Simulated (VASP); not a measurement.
# InPd (Pm-3m) in VASP: notebook

Runs on InPd. Level: r2SCAN. Tasks: equation of state.

Everything below comes from runs of VASP 6.6.1. Logs are shortened: lines on timing, memory, paths and dates and some standing lists are left out, and cuts for length are marked.

## (1) Starting point

The structure is cubic, space group Pm-3m (No. 221). The conventional cell has a = 3.272 Å, b = 3.272 Å, c = 3.272 Å, α = 90.00°, β = 90.00°, γ = 90.00°. Around In (site symmetry m-3m) lie 8 Pd at 2.83 Å. Pd (site symmetry m-3m) is surrounded by 8 In at 2.83 Å.

The cell comes from a database or a generator and needn't be the stable form of this composition.

## (2) Equation of state, r2SCAN, 16.81 Å³/atom (a relaxed cell with its volume scaled by 0.96)

File INCAR:

```
SYSTEM = InPd
PREC = Accurate ; ENCUT = 520
EDIFF = 1E-7 ; ISMEAR = -1
SIGMA = 0.05 ; LREAL = .FALSE.
LASPH = .TRUE. ; NELM = 100
ALGO = Normal ; ISIF = 2
LWAVE = .FALSE. ; LCHARG = .FALSE.
METAGGA = R2SCAN ; LMIXTAU = .TRUE.
```

File KPOINTS:

```
Automatic mesh
0
G
  8 8 8
  0 0 0
```

File POSCAR:

```
InPd                                    
1.0
    3.2276647001      0.0000000000      0.0000000000
    0.0000000000      3.2276647001      0.0000000000
    0.0000000000      0.0000000000      3.2276647001
  In              Pd            
     1     1
Direct
     0.0000000000000000    0.0000000000000000    0.0000000000000000
     0.5000000000000000    0.5000000000000000    0.5000000000000000
```

Potentials or basis: VASP PAW PBE potentials, release 64 (In_d, Pd).

Command:

```console
$ cat potpaw_PBE.64/In_d/POTCAR potpaw_PBE.64/Pd/POTCAR > POTCAR
$ mpirun -np 1 vasp_std > vasp.out
```

OUTCAR:

```text
SYSTEM = InPd
   PREC = Accurate
   ENCUT = 520
   EDIFF = 1E-7
   ISMEAR = -1
   LREAL = .FALSE.
   LASPH = .TRUE.
   NELM = 100
   ISIF = 2
   METAGGA = R2SCAN

 ion  position               nearest neighbor table
   1  0.000  0.000  0.000-   2 2.80   2 2.80   2 2.80   2 2.80   2 2.80   2 2.80   2 2.80   2 2.80

   2  0.500  0.500  0.500-   1 2.80   1 2.80   1 2.80   1 2.80   1 2.80   1 2.80   1 2.80   1 2.80

  LATTYP: Found a simple cubic cell.
 ALAT       =     3.2276647001

  Lattice vectors:

 A1 = (   3.2276647001,   0.0000000000,   0.0000000000)
 A2 = (   0.0000000000,   3.2276647001,   0.0000000000)
 A3 = (   0.0000000000,   0.0000000000,   3.2276647001)

Analysis of symmetry for initial positions (statically):
=====================================================================
 Subroutine PRICEL returns:
 Original cell was already a primitive cell.

 Routine SETGRP: Setting up the symmetry group for a
 simple cubic supercell.

 Subroutine GETGRP returns: Found 48 space group operations
 (whereof 48 operations were pure point group operations)
 out of a pool of 48 trial point group operations.

The static configuration has the point symmetry O_h .

Analysis of symmetry for dynamics (positions and initial velocities):
=====================================================================
 Subroutine PRICEL returns:
 Original cell was already a primitive cell.

 Routine SETGRP: Setting up the symmetry group for a
 simple cubic supercell.

 Subroutine GETGRP returns: Found 48 space group operations
 (whereof 48 operations were pure point group operations)
 out of a pool of 48 trial point group operations.

The dynamic configuration has the point symmetry O_h .

 Subroutine INISYM returns: Found 48 space group operations
 (whereof 48 operations are pure point group operations),
 and found     1 'primitive' translations

----------------------------------------------------------------------------------------

                                     Primitive cell

  volume of cell :      33.6252

  direct lattice vectors                    reciprocal lattice vectors
     3.227664700  0.000000000  0.000000000     0.309821525  0.000000000  0.000000000
     0.000000000  3.227664700  0.000000000     0.000000000  0.309821525  0.000000000
     0.000000000  0.000000000  3.227664700     0.000000000  0.000000000  0.309821525

  length of vectors
     3.227664700  3.227664700  3.227664700     0.309821525  0.309821525  0.309821525

  position of ions in fractional coordinates (direct lattice)
     0.000000000  0.000000000  0.000000000
     0.500000000  0.500000000  0.500000000

  ion indices of the primitive-cell ions
   primitive index   ion index
                 1           1
                 2           2

----------------------------------------------------------------------------------------

 KPOINTS: Automatic mesh

Automatic generation of k-mesh.
 Grid dimensions read from file:
 generate k-points for:    8    8    8

 Generating k-lattice:

  Cartesian coordinates                     Fractional coordinates (reciprocal lattice)
     0.038727691  0.000000000  0.000000000     0.125000000  0.000000000  0.000000000
     0.000000000  0.038727691  0.000000000     0.000000000  0.125000000  0.000000000
     0.000000000  0.000000000  0.038727691     0.000000000  0.000000000  0.125000000

  Length of vectors
     0.038727691  0.038727691  0.038727691

  Shift w.r.t. Gamma in fractional coordinates (k-lattice)
     0.000000000  0.000000000  0.000000000

 Subroutine IBZKPT returns following result:
 ===========================================

 Found     35 irreducible k-points:

 Following reciprocal coordinates:
            Coordinates               Weight
  0.000000  0.000000  0.000000      1.000000
  0.125000  0.000000  0.000000      6.000000
  0.250000  0.000000  0.000000      6.000000
  0.375000  0.000000  0.000000      6.000000
  0.500000  0.000000  0.000000      3.000000
  0.125000  0.125000  0.000000     12.000000
[... 16 lines left out ...]
  0.375000  0.375000  0.125000     24.000000
  0.500000  0.375000  0.125000     24.000000
 [... further k-points ...]
   k-points           NKPTS =     35   k-points in BZ     NKDIM =     35   number of bands    NBANDS=     15
   number of dos      NEDOS =    301   number of ions     NIONS =      2
   total plane-waves  NPLWV =  13824
   dimension x,y,z NGX =    24 NGY =   24 NGZ =   24
   dimension x,y,z NGXF=    48 NGYF=   48 NGZF=   48
   ions per type =               1   1
   NGX,Y,Z   is equivalent  to a cutoff of  12.36, 12.36, 12.36 a.u.
   NGXF,Y,Z  is equivalent  to a cutoff of  24.72, 24.72, 24.72 a.u.
 SYSTEM =  InPd
   PREC   = accura    normal or accurate (medium, high low for compatibility)
   ISTART =      0    job   : 0-new  1-cont  2-samecut
   ICHARG =      2    charge: 1-file 2-atom 10-const
   ISPIN  =      1    spin polarized calculation?
   LNONCOLLINEAR =      F non collinear calculations
   LSORBIT =      F    spin-orbit coupling
   LASPH  =      T    aspherical Exc in radial PAW
   ENCUT  =  520.0 eV  38.22 Ry    6.18 a.u.   6.00  6.00  6.00*2*pi/ulx,y,z
   NELM   =    100;   NELMIN=  2; NELMDL= -5     # of ELM steps
   EDIFF  = 0.1E-06   stopping-criterion for ELM
   LREAL  =      F    real-space projection
   EDIFFG = 0.1E-05   stopping-criterion for IOM
   NSW    =      0    number of steps for IOM
   IBRION =     -1    ionic relax: 0-MD 1-quasi-New 2-CG
   NFREE  =      0    steps in history (QN), initial steepest desc. (CG)
   ISIF   =      2    stress and relaxation
   ISYM   =      2    0-nonsym 1-usesym 2-fastsym
   POTIM  = 0.5000    time-step for ionic-motion
   TEBEG  =    0.0;   TEEND  =   0.0 temperature during run
   PSTRESS=    0.0 pullay stress
   NELECT =      23.0000    total number of electrons
   NUPDOWN=      -1.0000    fix difference up-down
   EMIN   =  10.00;   EMAX   =-10.00  energy-range for DOS
   EFERMI =   0.00;   METHOD = LEGACY
   ISMEAR =    -1;   SIGMA  =   0.05  broadening in eV -4-tet -1-fermi 0-gaus
   EFERMI_NEDOS =   21; number of points for ismear=-14 and -15
   IALGO  =     38    algorithm
   IMIX   =      4    mixing-type and parameters
     AMIX     =   0.40;   BMIX     =  1.00
     AMIX_MAG =   1.60;   BMIX_MAG =  1.00
  volume/ion in A,a.u.               =      16.81       113.46
  Fermi-wavevector in a.u.,A,eV,Ry     =   1.442433  2.725803 28.308464  2.080613
  Thomas-Fermi vector in A             =   2.560954
   LORBIT       =      0    0 simple, 1 ext, 2 COOP (PROOUT), +10 PAW based schemes
   METAGGA = R2SCAN    functional components
   LHFCALC =     F    Hartree Fock is set to
   AEXX    =    0.0000 exact exchange contribution
   IVDW    =     0    specifies the selected vdW correction
   LEPSILON=     F    determine dielectric tensor
   LRPA    =     F    only Hartree local field effects (RPA)
 non-spin polarized calculation
  energy-cutoff  :      520.00
  volume of cell :       33.63
 maximum number of plane-waves:       925
   NGX = 13   NGY = 13   NGZ = 13

 number of electron      22.9999989 magnetization

 Free energy of the ion-electron system (eV)
  ---------------------------------------------------
  ext. energy  EPLUGINS =         0.00000000
  ---------------------------------------------------
  free energy    TOTEN  =       -46.62179817 eV

  energy without entropy =      -46.61209503  energy(sigma->0) =      -46.61694660

 E-fermi :  10.9624     XC(G=0): -13.5146

 val. band max:       10.9367290326   @ k =   0.3750   0.2500   0.1250
 cond. band min:      11.3601022379   @ k =   0.5000   0.5000   0.2500
 fundamental gap:      0.4233732053
 Fermi energy:        10.9624127922

 k-point     1 :       0.0000    0.0000    0.0000
  band No.  band energies     occupation
      1      -4.6225      2.00000
      2      -4.6225      2.00000
      3      -4.1437      2.00000
      4      -4.1437      2.00000
      5      -4.1437      2.00000
      6       0.2460      2.00000
      7       6.8324      2.00000
      8       6.8324      2.00000
      9       8.5648      2.00000
     10       8.5648      2.00000
     11       8.5648      2.00000
     12      15.6399      0.00000
     13      15.6399      0.00000
     14      15.6399      0.00000
     15      21.7393      0.00000

 k-point     2 :       0.1250    0.0000    0.0000
  band No.  band energies     occupation
      1      -4.6118      2.00000
      2      -4.5624      2.00000
      3      -4.1618      2.00000
      4      -4.1618      2.00000
      5      -4.1380      2.00000
      6       0.5149      2.00000
      7       6.8333      2.00000
      8       6.8726      2.00000
      9       8.3668      2.00000
     10       8.3668      2.00000
     11       8.5517      2.00000
     12      14.0540      0.00000
     13      16.1738      0.00000
     14      16.1738      0.00000
     15      21.9457      0.00000

 k-point     3 :       0.2500    0.0000    0.0000
  band No.  band energies     occupation
      1      -4.5860      2.00000
      2      -4.4181      2.00000
      3      -4.2052      2.00000
      4      -4.2052      2.00000
      5      -4.1242      2.00000
      6       1.3150      2.00000
      7       6.7991      2.00000
      8       6.8357      2.00000
      9       7.9521      2.00000
     10       7.9521      2.00000
     11       8.5202      2.00000
     12      11.6336      0.00000
     13      17.5915      0.00000
     14      17.5915      0.00000
     15      21.8348      0.00000
[... 343 lines left out ...]
 k-point    23 :       0.3750    0.3750    0.1250
  band No.  band energies     occupation
      1      -4.4773      2.00000
      2      -4.3523      2.00000
      3      -4.3084      2.00000
      4      -4.2954      2.00000
      5      -4.0145      2.00000
      6       4.1758      2.00000
      7       6.5772      2.00000
      8       7.2268      2.00000
      9       7.5882      2.00000
     10       8.4459      2.00000
     11       8.5591      2.00000
     12      10.9079      1.49692
     13      13.2643      0.00000
     14      16.3557      0.00000
     15      18.9046      0.00000

 k-point    24 :       0.5000    0.3750    0.1250
  band No.  band energies     occupation
      1      -4.5127      2.00000
      2      -4.3415      2.00000
      3      -4.3286      2.00000
      4      -4.3051      2.00000
      5      -3.9568      2.00000
      6       4.4963      2.00000
      7       6.6908      2.00000
      8       7.1314      2.00000
      9       7.5877      2.00000
     10       8.5590      2.00000
     11       9.3416      2.00000
     12       9.9170      2.00000
     13      13.6893      0.00000
     14      14.9063      0.00000
     15      19.5753      0.00000

 [... further k-points ...]

------------------------ aborting loop because EDIFF is reached ----------------------------------------

  FORCE on cell =-STRESS in cart. coord.  units (eV):
  Direction    XX          YY          ZZ          XY          YZ          ZX
  --------------------------------------------------------------------------------------
  -------------------------------------------------------------------------------------
  Total        1.2781771      1.2781771      1.2781771      0.0000000      0.0000000     -0.0000000
  in kB       60.9026751     60.9026751     60.9026751      0.0000000      0.0000000     -0.0000000
  external PRESSURE =      60.9026751 kB  Pullay stress =       0.0000000 kB

 VOLUME and BASIS-vectors are now :
 -----------------------------------------------------------------------------
  energy-cutoff  :      520.00
  volume of cell :       33.63
      direct lattice vectors                 reciprocal lattice vectors
     3.227664700  0.000000000  0.000000000     0.309821525  0.000000000  0.000000000
     0.000000000  3.227664700  0.000000000     0.000000000  0.309821525  0.000000000
     0.000000000  0.000000000  3.227664700     0.000000000  0.000000000  0.309821525

 POSITION                                       TOTAL-FORCE (eV/Angst)
 -----------------------------------------------------------------------------------
      0.00000      0.00000      0.00000         0.000000      0.000000      0.000000
      1.61383      1.61383      1.61383         0.000000      0.000000      0.000000
 -----------------------------------------------------------------------------------
    total drift:                                0.000000      0.000000     -0.000000

  FREE ENERGIE OF THE ION-ELECTRON SYSTEM (eV)
  ---------------------------------------------------
  free  energy   TOTEN  =       -46.6217981682 eV

  energy  without entropy=      -46.6120950277  energy(sigma->0) =      -46.61694660
```

It took 57 s on 1 thread of Intel Xeon Platinum 8259CL at 2.50GHz (Skylake/Cascade Lake), shared host; peak memory 0.16 GiB.

What came out:

| Quantity | Value |
| --- | --- |
| Free energy | -46.6218 eV |
| Pressure | 6.1 GPa |
| Band gap on the k mesh | none (metal or under the smearing width) |

Caveat: the PAW data sets were made with another functional, which shifts forces and pressure a little.

## (3) Equation of state, r2SCAN, 17.16 Å³/atom (a relaxed cell with its volume scaled by 0.98)

INCAR is that of step 2.

KPOINTS is that of step 2.

File POSCAR:

```
InPd                                    
1.0
    3.2499251601      0.0000000000      0.0000000000
    0.0000000000      3.2499251601      0.0000000000
    0.0000000000      0.0000000000      3.2499251601
  In              Pd            
     1     1
Direct
     0.0000000000000000    0.0000000000000000    0.0000000000000000
     0.5000000000000000    0.5000000000000000    0.5000000000000000
```

Potentials or basis: VASP PAW PBE potentials, release 64 (In_d, Pd).

Command:

```console
$ cat potpaw_PBE.64/In_d/POTCAR potpaw_PBE.64/Pd/POTCAR > POTCAR
$ mpirun -np 1 vasp_std > vasp.out
```

Wall time 50 s (1 thread of Intel Xeon Platinum 8259CL at 2.50GHz (Skylake/Cascade Lake), shared host); peak memory 0.16 GiB.

It converged, with:

| Item | Value |
| --- | --- |
| Free energy | -46.6415 eV |
| Pressure | 2.8 GPa |
| Band gap on the k mesh | none (metal or under the smearing width) |

Caveat: the PAW data sets were made with another functional, which shifts forces and pressure a little.

## (4) Equation of state, r2SCAN, 17.51 Å³/atom

INCAR is that of step 3.

KPOINTS is that of step 3.

File POSCAR:

```
InPd                                    
1.0
    3.2718847800      0.0000000000      0.0000000000
    0.0000000000      3.2718847800      0.0000000000
    0.0000000000      0.0000000000      3.2718847800
  In              Pd            
     1     1
Direct
     0.0000000000000000    0.0000000000000000    0.0000000000000000
     0.5000000000000000    0.5000000000000000    0.5000000000000000
```

Command:

```console
$ cat potpaw_PBE.64/In_d/POTCAR potpaw_PBE.64/Pd/POTCAR > POTCAR
$ mpirun -np 1 vasp_std > vasp.out
```

Wall time 48 s (1 thread of Intel Xeon Platinum 8259CL at 2.50GHz (Skylake/Cascade Lake), shared host); peak memory 0.16 GiB.

Results (log left out):

| Property | Result |
| --- | --- |
| Free energy | -46.6479 eV |
| Pressure | 0.0 GPa |
| Band gap on the k mesh | none (metal or under the smearing width) |

Caveat: the PAW data sets were made with another functional, which shifts forces and pressure a little.

## (5) Equation of state, r2SCAN, 17.86 Å³/atom (a relaxed cell with its volume scaled by 1.02)

INCAR is that of step 4.

KPOINTS is that of step 4.

File POSCAR:

```
InPd                                    
1.0
    3.2935535226      0.0000000000      0.0000000000
    0.0000000000      3.2935535226      0.0000000000
    0.0000000000      0.0000000000      3.2935535226
  In              Pd            
     1     1
Direct
     0.0000000000000000    0.0000000000000000    0.0000000000000000
     0.5000000000000000    0.5000000000000000    0.5000000000000000
```

Command:

```console
$ cat potpaw_PBE.64/In_d/POTCAR potpaw_PBE.64/Pd/POTCAR > POTCAR
$ mpirun -np 1 vasp_std > vasp.out
```

Run time: 46 s. Hardware: 1 thread of Intel Xeon Platinum 8259CL at 2.50GHz (Skylake/Cascade Lake), shared host; peak memory 0.16 GiB.

Results (log left out):

| Quantity | Value |
| --- | --- |
| Free energy | -46.6426 eV |
| Pressure | -2.5 GPa |
| Band gap on the k mesh | none (metal or under the smearing width) |

Caveat: the PAW data sets were made with another functional, which shifts forces and pressure a little.

## (6) Equation of state, r2SCAN, 18.21 Å³/atom (a relaxed cell with its volume scaled by 1.04)

INCAR is that of step 5.

KPOINTS is that of step 5.

File POSCAR:

```
InPd                                    
1.0
    3.3149408331      0.0000000000      0.0000000000
    0.0000000000      3.3149408331      0.0000000000
    0.0000000000      0.0000000000      3.3149408331
  In              Pd            
     1     1
Direct
     0.0000000000000000    0.0000000000000000    0.0000000000000000
     0.5000000000000000    0.5000000000000000    0.5000000000000000
```

Potentials or basis: VASP PAW PBE potentials, release 64 (In_d, Pd).

Command:

```console
$ cat potpaw_PBE.64/In_d/POTCAR potpaw_PBE.64/Pd/POTCAR > POTCAR
$ mpirun -np 1 vasp_std > vasp.out
```

Run time: 92 s. Hardware: 1 thread of Intel Xeon Platinum 8259CL at 2.50GHz (Skylake/Cascade Lake), shared host; peak memory 0.18 GiB.

Results (log left out):

```
Free energy            : -46.6269 eV
Pressure               : -4.7 GPa
Band gap on the k mesh : none (metal or under the smearing width)
```

Caveat: the PAW data sets were made with another functional, which shifts forces and pressure a little.

## (7) Equation of state, r2SCAN

Potentials or basis: VASP PAW PBE potentials, release 64 (In_d, Pd).

No new run: the results of the series are fitted here.

What came out:

| Item | Value |
| --- | --- |
| Equilibrium volume | 17.52 Å³/atom |
| Bulk modulus | 134 GPa |
| Pressure derivative of the bulk modulus | 5.4 (rough: it moves with the points fitted) |

Energy against volume, from the lowest point:
```tsv
volume (Å³/atom)	energy (meV/atom)
16.813	13.06
17.163	3.19
17.513	0.00
17.863	2.68
18.214	10.53
```

Caveat: the PAW data sets were made with another functional, which shifts forces and pressure a little.

## (8) The reference run

An earlier run on the cell as given: functional PBE; potentials or basis VASP PAW PBE potentials, release 64 (In_d, Pd); cutoff 520 eV; k mesh 8 × 8 × 8; occupations fermi-dirac, width 0.05 eV; no spin polarisation.

* Pressure: 3.7 GPa
* Band gap on the k mesh: none (metal or under the smearing width)
